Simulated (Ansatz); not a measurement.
# Ti3Ni (Pm-3m) in Ansatz: notebook

One crystal, Ti3Ni, is run at these levels: PBEsol; tasks: phonons, elastic constants.

Program: Ansatz 0.2.0. These are calculated values, not measurements. Logs are shortened: lines on timing, memory, paths and dates and some standing lists are left out, and cuts for length are marked.

**1. The crystal as given**

The structure is cubic, space group Pm-3m (No. 221). Conventional cell: a = 3.935 Å, b = 3.935 Å, c = 3.935 Å, α = 90.00°, β = 90.00°, γ = 90.00°. Ni (site symmetry m-3m) is surrounded by 12 Ti at 2.78 Å. Ti (site symmetry 4/mmm) is surrounded by 4 Ni at 2.78 Å and 8 Ti at 2.78 Å.

The cell comes from a database or a generator and needn't be the stable form of this composition.

**2. Phonons, PBEsol, collinear spin, ferromagnetic start**

input.yaml reads:

```yaml
crystal:
  lattice:
    - [3.935175, 0.0, 0.0]
    - [0.0, 3.935175, 0.0]
    - [0.0, 0.0, 3.935175]
  atoms:
    - { symbol: Ni, position: [0.0, 0.0, 0.0], spin: 1.0 }
    - { symbol: Ti, position: [0.5, 0.5, 0.0], spin: 1.0 }
    - { symbol: Ti, position: [0.5, 0.0, 0.5], spin: 1.0 }
    - { symbol: Ti, position: [0.0, 0.5, 0.5], spin: 1.0 }
hamiltonian:
  xc: pbesol
  pseudopotentials: { kind: paw }
magnetization:
  spin_polarized: true
kpoints:
  mp_grid: { grid: [6, 6, 6] }
scf:
  occupations: { method: fermi_dirac, width: 0.05 }
phonons:
  method: dfpt
```

Potentials or basis: Ansatz PAW.

On the command line:

```console
> ansatz run input.yaml --threads 2 --pin off --max-ram 5632MiB --backend cpu --events-out ev --progress --plain --runs-dir out
```

Log:

```text
Warning: RAYON_NUM_THREADS=2 ignored (pool sized by the plan → 2); use --threads N
zone centre: on kpoints.mp_grid the ground state, and the responses unless they are solved on pairs of k-points, stand on 64 of the mesh's 216 k-points, reduced under 8 symmetry operations, with k and −k counted as one. Each operation leaves every solved displacement unchanged or reverses it
Engine: ansatz 0.2.0, aarch64-unknown-linux-gnu
Pseudopotentials: kind: paw
Pseudopotential: Ni, paw, valence charge 18, recommended cutoff 420 eV (normal), Ni.paw.azcp
Pseudopotential: Ti, paw, valence charge 12, recommended cutoff 420 eV (normal), Ti.paw.azcp
Functional definition: PBEsol
  exchange = pbesol_x
  correlation = pbesol_c
Crystal: 4 atoms, lattice volume = 60.939 Å³
Basis set: ecut = 420 eV, 1213 PW (Γ), exchange–correlation on 54×54×54 points (8 copies of the dense FFT grid, shifted against one another)
Bands: 35, of which v1, the nominal top of the filled ones, is band 27 counted from 1 (26 counted from 0)
Symmetry: 48 space group operations
Space group: Pm-3m (ITA 221), of the structure as read, at distance tolerance 3.9e-5 Å
Magnetic group: BNS 221.92 (UNI 1594), of the structure as read, at distance tolerance 3.9e-5 Å
k-points: 20 of 216
Non-local potential: Ni, projectors of the file, l = 0: 3, l = 1: 2, l = 2: 3, l = 3: 1
Non-local potential: Ti, projectors of the file, l = 0: 3, l = 1: 2, l = 2: 3, l = 3: 1
PAW form: soft (Blöchl's): semilocal exchange-correlation on the pseudo side does not see the compensation charge
PAW frozen core: Ni, regenerated for the run's functional, and the local potential with it (the file was generated under x = pbe(κ = 0.804, μ = 0.2195149727645171), c = pbe(β = 0.06672455060314922))
PAW frozen core: Ti, regenerated for the run's functional, and the local potential with it (the file was generated under x = pbe(κ = 0.804, μ = 0.2195149727645171), c = pbe(β = 0.06672455060314922))
PAW one-centre angular grid: Ni, 590 points (default); XC on 64 Gauss nodes
PAW one-centre angular grid: Ti, 590 points (default); XC on 64 Gauss nodes
Initial density: superposition of atomic densities (chi_scale 0.1, normalization cell)
Starting moments: Σ|m| = 4 μB on 4 of 4 sites
Initial wavefunctions: pseudopotential atomic-orbital guess
Functional: x = pbesol(κ = 0.804, μ = 0.12345679012345678), c = pbesol(β = 0.046)
SCF 1 converged in 13 iterations: F = -13227.015631 eV  dr2 = 8.32e-9
Bands: 33, of which v1, the nominal top of the filled ones, is band 27 counted from 1 (26 counted from 0)
k-points: 64 of 216 (irreducible under 8 space group operations)
Initial density: read from a saved state, or passed on in memory by an earlier SCF of this step, an earlier step, the calling program or the single point that the run made first
Stability of the state it starts from, as read at its close in the collinear treatment: not read negative (Ritz values of 1 − χ₀K, real part plus size of imaginary part, from 0.43 to 0.44, by its mixing steps under the symmetry group of the SCF that read it); its run was given moments
iter 1 solved again at ethr=6.22e-8 eV; its pass at ethr=3.10e-3 eV (dr2=3.36e-5 eV) is discarded
SCF iter   1: F=—  HF=-13227.015627 eV  |F-HF|=—  |Δ(HF+E_count)|=         —  Δρ=2.00e-6 (↑2.00e-6 ↓2.00e-6)  dr2=8.29e-9  dr2_m=0.00e0  M=0.000 μB ∫|m|=0.000 μB  β_m=0.30  ethr=6.22e-8  ⟨swp⟩=3.0  Hψ=12747  notcnv=0
preconditioner: auto → Kerker (q_TF=auto, 2.674 Å⁻¹)  [metal: Δε(μ)=0.009 eV  Ē_g=3.104 eV  σ=0.050 eV  W_gap=0.04  n_scr=18 (ndim 8)  ℏωp=22.3 eV  f_vac=0.000  D(μ)=6.81/eV (n_scr^D=80)]
spin=Collinear: Kerker preconditioning applied to the charge; magnetization (m = ρ↑ − ρ↓) channel mixes plain (no charge-response kernel on spin).
SCF iter   2: F=—  HF=-13227.015631 eV  |F-HF|=—  |Δ(HF+E_count)|=   3.93e-6  Δρ=3.12e-6 (↑3.12e-6 ↓3.12e-6)  dr2=1.86e-8  dr2_m=0.00e0  M=0.000 μB ∫|m|=0.000 μB  β_m=0.30  ethr=1.54e-11  ⟨swp⟩=2.1  Hψ=3897  notcnv=0
SCF iter   3: F=—  HF=-13227.015631 eV  |F-HF|=—  |Δ(HF+E_count)|=   1.05e-9  Δρ=3.49e-7 (↑3.49e-7 ↓3.49e-7)  dr2=3.16e-10  dr2_m=0.00e0  M=0.000 μB ∫|m|=0.000 μB  β_m=0.47  ethr=1.54e-11  ⟨swp⟩=2.0  Hψ=2551  notcnv=0
SCF iter   4: F=-13227.015631 eV  HF=-13227.015631 eV  |F-HF|=5.46e-12  |Δ(HF+E_count)|=  3.46e-11  Δρ=8.07e-8 (↑8.07e-8 ↓8.07e-8)  dr2=9.32e-12  dr2_m=0.00e0  M=0.000 μB ∫|m|=0.000 μB  ethr=1.00e-12  ⟨swp⟩=4.0  Hψ=9311  notcnv=0
SCF 2 converged in 4 iterations: F = -13227.015631 eV  dr2 = 9.32e-12
DFPT response loops at Γ: preconditioner auto → Kerker (q_TF=auto, 2.674 Å⁻¹) (partly filled bands, converged f_vac=0.000); β = 1.00, the filter's whole step (`scf.mixing.beta` (0.30) is not read by the response loops under this deck's `scf.mixing.preconditioner`; to damp them name `kerker` or `kerker_dos`, under which they read `scf.mixing.beta`, and type it under 1.00, their step now; both keys bind the ground state too); Broyden in place of MSR1
SCF converged after 4 iterations
Magnetization: 0.0000 μB (27.0000 up, 27.0000 down)
Absolute magnetization: 0.0000 μB (∫|ρ↑−ρ↓|)
Spin contamination: 0.0000 ħ² per cell (⟨S²⟩ above its minimum at these occupations)
Per-site moments (μB) at R_I (Å): [(0.0, 1.147817932658006), (0.0, 1.147817932658006), (0.0, 1.147817932658006), (0.0, 1.147817932658006)]
Free energy (F): -13227.015631 eV
Harris-Foulkes:  -13227.015631 eV  (|F-HF|=5.46e-12)
Internal energy: -13226.959495 eV  (E = F + TS)
E sigma→0 (E₀):  -13226.987563 eV
Entropy (-TS):   -0.056136 eV (-14.034 meV/atom)
Fermi energy:    14.448849 eV
--- Per-component energies (eV) ---
  E_band       = -772.625563
  E_kinetic    = 1101.527923
  E_local      = -6427.219046  (includes V_loc(G=0)·N_el)
  E_nonlocal   = 661.543199
  E_hartree    = 2699.124855
  E_xc         = -375.380584
  E_vxc        = -474.914395  (∫ρ·V_xc dr)
  E_paw        = -4660.575014  (= ΣΔE_a)
  E_vpaw       = -1031.813757  (= ΣTr[D̂ρ^β])
  E_aug_tail   = 0.000828  (compensation charges beyond the density's cutoff)
  E_ewald      = -6226.597099
  E_core_change = 0.615442  (= ΣΔE_core)
  E_smearing   = -0.056136  (= −TS)
  E_closure    = -0.000000  (closes the sum)
  Σ components = -13227.015631   (vs F -13227.015631, Δ=0.00e0)
--- Band table (eV; the first three rows and the last of 128) ---
  k-point 0 ↑: bands = ["-88.4265", "-48.9492", "-48.9492", "-48.9492", "-41.9290", "-41.7221", "-41.7221", "-18.5332", "-18.5332", "-18.5332", "-18.1317", "-18.1317", "-18.1317", "-17.8595", "-17.8595", "-17.8595", "7.7410", "11.1523", "11.2714", "11.2714", "11.8715", "11.8715", "11.8715", "14.1097", "14.1097", "14.1097", "14.8584", "14.8584", "17.0346", "17.0346", "17.0346", "17.3576", "17.3576"]
  k-point 1 ↑: bands = ["-88.4265", "-48.9493", "-48.9492", "-48.9492", "-41.9167", "-41.7343", "-41.7219", "-18.5079", "-18.5079", "-18.4951", "-18.1409", "-18.1409", "-18.1358", "-17.9092", "-17.8774", "-17.8774", "8.0575", "11.2684", "11.4297", "11.4305", "11.9648", "11.9879", "11.9879", "14.0281", "14.1475", "14.1475", "14.5087", "14.9538", "16.0609", "16.0609", "16.6869", "16.9507", "17.5354"]
  k-point 2 ↑: bands = ["-88.4265", "-48.9495", "-48.9492", "-48.9492", "-41.8850", "-41.7657", "-41.7216", "-18.4462", "-18.4462", "-18.3892", "-18.1702", "-18.1702", "-18.1441", "-18.0384", "-17.9132", "-17.9132", "8.9401", "11.1436", "11.7667", "12.0128", "12.1870", "12.2951", "12.2951", "13.5698", "13.8242", "14.0422", "14.0422", "15.2601", "15.4215", "15.4215", "15.9335", "16.7597", "16.7920"]
  k-point 63 ↓: bands = ["-88.4265", "-48.9495", "-48.9495", "-48.9495", "-41.7892", "-41.7892", "-41.7892", "-18.7457", "-18.4998", "-18.4998", "-18.4998", "-17.9105", "-17.9105", "-17.9105", "-17.8537", "-17.8537", "10.6626", "11.3991", "11.3991", "11.3991", "12.8204", "12.8204", "13.8225", "13.8225", "13.8225", "14.9079", "14.9079", "14.9079", "15.2172", "15.2172", "15.2172", "15.5781", "16.9190"]
--- Phonons (Γ-DFPT): 3 representative perturbations + reference, on 64 of 216 k-points (Σ response iterations 9) ---
  k mesh reduced under 8 symmetry operations, with k and −k counted as one. Each operation leaves every solved displacement unchanged or reverses it
  ASR residual: 8.648e-4 → 0.000e0 eV/Å²; symmetrization residual: 1.228e-5 eV/Å²
  ASR residual per site (eV/Å²): 8.65e-4 7.52e-4 7.52e-4 7.52e-4
  Γ frequencies (cm⁻¹): 0.00 0.00 0.00 94.80 94.80 94.80 129.05 129.05 129.05 281.38 281.38 281.38
  non-analytic LO–TO correction: not included (Born effective charges unavailable; polar crystals: no LO–TO splitting at Γ)
```

It took 57 s on 2 threads of Arm Neoverse V2, shared host; peak memory 1.1 GiB.

What came out:

```yaml
Free_energy: -13227.0156 eV
Band_gap_on_the_k_mesh: none (metal or under the smearing width)
Net_moment: 0.00 μB per cell
Absolute_moment: 0.00 μB per cell
Highest_phonon_frequency_at_Γ: 281 cm⁻¹
```

Levels at points of the mesh, in eV from the Fermi level:
Spin up:
| k point | band 24 | band 25 | band 26 | band 27 | band 28 | band 29 | band 30 | band 31 |
| --- | --- | --- | --- | --- | --- | --- | --- | --- |
| (0.00, 0.00, 0.00) | -0.34 | -0.34 | -0.34 | 0.41 | 0.41 | 2.59 | 2.59 | 2.59 |
| (0.00, 0.00, -0.50) | -1.45 | -0.76 | -0.66 | -0.66 | 0.96 | 0.96 | 1.12 | 1.29 |
| (0.00, -0.50, 0.00) | -1.45 | -0.76 | -0.66 | -0.66 | 0.96 | 0.96 | 1.12 | 1.29 |
| (0.00, -0.50, -0.50) | -1.47 | -0.99 | -0.78 | -0.35 | -0.12 | -0.12 | 1.22 | 1.22 |
| (-0.50, 0.00, 0.00) | -1.45 | -0.76 | -0.66 | -0.66 | 0.96 | 0.96 | 1.12 | 1.29 |
| (-0.50, 0.00, -0.50) | -1.47 | -0.99 | -0.78 | -0.35 | -0.12 | -0.12 | 1.22 | 1.22 |
| (-0.50, -0.50, 0.00) | -1.47 | -0.99 | -0.78 | -0.35 | -0.12 | -0.12 | 1.22 | 1.22 |
| (-0.50, -0.50, -0.50) | -0.63 | -0.63 | 0.46 | 0.46 | 0.46 | 0.77 | 0.77 | 0.77 |
Spin down:
| k point | band 24 | band 25 | band 26 | band 27 | band 28 | band 29 | band 30 | band 31 |
| --- | --- | --- | --- | --- | --- | --- | --- | --- |
| (0.00, 0.00, 0.00) | -0.34 | -0.34 | -0.34 | 0.41 | 0.41 | 2.59 | 2.59 | 2.59 |
| (0.00, 0.00, -0.50) | -1.45 | -0.76 | -0.66 | -0.66 | 0.96 | 0.96 | 1.12 | 1.29 |
| (0.00, -0.50, 0.00) | -1.45 | -0.76 | -0.66 | -0.66 | 0.96 | 0.96 | 1.12 | 1.29 |
| (0.00, -0.50, -0.50) | -1.47 | -0.99 | -0.78 | -0.35 | -0.12 | -0.12 | 1.22 | 1.22 |
| (-0.50, 0.00, 0.00) | -1.45 | -0.76 | -0.66 | -0.66 | 0.96 | 0.96 | 1.12 | 1.29 |
| (-0.50, 0.00, -0.50) | -1.47 | -0.99 | -0.78 | -0.35 | -0.12 | -0.12 | 1.22 | 1.22 |
| (-0.50, -0.50, 0.00) | -1.47 | -0.99 | -0.78 | -0.35 | -0.12 | -0.12 | 1.22 | 1.22 |
| (-0.50, -0.50, -0.50) | -0.63 | -0.63 | 0.46 | 0.46 | 0.46 | 0.77 | 0.77 | 0.77 |

Phonon frequencies in cm⁻¹ (negative: imaginary):
| q point | frequencies |
| --- | --- |
| (0.000, 0.000, 0.000) | 0 0 0 95 95 95 129 129 129 281 281 281 |

Caveat: the PAW data sets come from PBE, with cores solved anew for the run's functional, which leaves a small shift of forces and pressure.

**3. Elastic constants, PBEsol, collinear spin, ferromagnetic start**

Edit input.yaml of step 2 so:

```diff
@@ -19,3 +19,7 @@
   occupations: { method: fermi_dirac, width: 0.05 }
-phonons:
-  method: dfpt
+output:
+  forces: true
+  stress: true
+elastic:
+  mode: relaxed_ion
+  stencil: two_point
```

Potentials or basis: Ansatz PAW.

On the command line:

```console
> ansatz run input.yaml --threads 2 --pin off --max-ram 5632MiB --backend cpu --events-out ev --progress --plain --runs-dir out
```

Wall time 30 s (2 threads of Arm Neoverse V1, shared host); peak memory 0.49 GiB.

It converged, with:

* Free energy: -13227.0156 eV
* Pressure: -5.0 GPa
* Band gap on the k mesh: none (metal or under the smearing width)
* Net moment: 0.00 μB per cell
* Absolute moment: 0.00 μB per cell
* Elastic constants C11, C12, C44: 126, 115, 4 GPa
* Voigt bulk modulus: 119 GPa

Levels at points of the mesh, in eV from the Fermi level:
Spin up:
| k point | band 24 | band 25 | band 26 | band 27 | band 28 | band 29 | band 30 | band 31 |
| --- | --- | --- | --- | --- | --- | --- | --- | --- |
| (0.00, 0.00, 0.00) | -0.34 | -0.34 | -0.34 | 0.41 | 0.41 | 2.59 | 2.59 | 2.59 |
| (0.00, 0.00, -0.50) | -1.45 | -0.76 | -0.66 | -0.66 | 0.96 | 0.96 | 1.12 | 1.29 |
| (0.00, -0.50, -0.50) | -1.47 | -0.99 | -0.78 | -0.35 | -0.12 | -0.12 | 1.22 | 1.22 |
| (-0.50, -0.50, -0.50) | -0.63 | -0.63 | 0.46 | 0.46 | 0.46 | 0.77 | 0.77 | 0.77 |
Spin down:
| k point | band 24 | band 25 | band 26 | band 27 | band 28 | band 29 | band 30 | band 31 |
| --- | --- | --- | --- | --- | --- | --- | --- | --- |
| (0.00, 0.00, 0.00) | -0.34 | -0.34 | -0.34 | 0.41 | 0.41 | 2.59 | 2.59 | 2.59 |
| (0.00, 0.00, -0.50) | -1.45 | -0.76 | -0.66 | -0.66 | 0.96 | 0.96 | 1.12 | 1.29 |
| (0.00, -0.50, -0.50) | -1.47 | -0.99 | -0.78 | -0.35 | -0.12 | -0.12 | 1.22 | 1.22 |
| (-0.50, -0.50, -0.50) | -0.63 | -0.63 | 0.46 | 0.46 | 0.46 | 0.77 | 0.77 | 0.77 |

Elastic tensor in Voigt notation (GPa, in the Cartesian axes of the cell as first typed):
```
126 115 115   0   0   0
115 126 115   0   0   0
115 115 126   0   0   0
  0   0   0   4   0   0
  0   0   0   0   4   0
  0   0   0   0   0   4
```

Caveat: the cell is more than 3 GPa from zero pressure, which shifts response properties; elastic constants of metals need much finer meshes, so these are rough; the PAW data sets come from PBE, with cores solved anew for the run's functional, which leaves a small shift of forces and pressure.
